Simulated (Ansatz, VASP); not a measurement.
AlN in VASP and in Ansatz

```
Al N
1.0
     0.00000    1.95127    1.95127
     1.95127    0.00000    1.95127
     1.95127    1.95127    0.00000
Al N
1 1
Direct
  0.00000 0.00000 0.00000
  0.50000 0.50000 0.50000
```

Change from the starting cell: volume scaled by 0.96.

Alike in both runs: task single point; functional LDA; k mesh 12 × 12 × 12; occupations fermi-dirac, width 0.01 eV; no spin polarisation.

```csv
,VASP,Ansatz
version,VASP 6.6.1,Ansatz 0.2.0
potentials or method,"VASP PAW LDA potentials, release 64 (Al, N), cutoff 520 eV","all-electron LAPW, scalar-relativistic"
```

Ansatz gave:

```
gap on the k mesh at the Fermi level (eV) : 5.00
pressure (GPa)                            : 26.7
```

Q: Which values does VASP return?

A: gap on the k mesh at the Fermi level (eV): 4.98; pressure (GPa): 27.7.

Ansatz ran all-electron here, so the differences hold the error of VASP's frozen core and of both bases.

Caveats: so large a pressure means that the cell lies far from this level's equilibrium, or that cutoff or potentials fall short (VASP). A k mesh can miss the band edges.
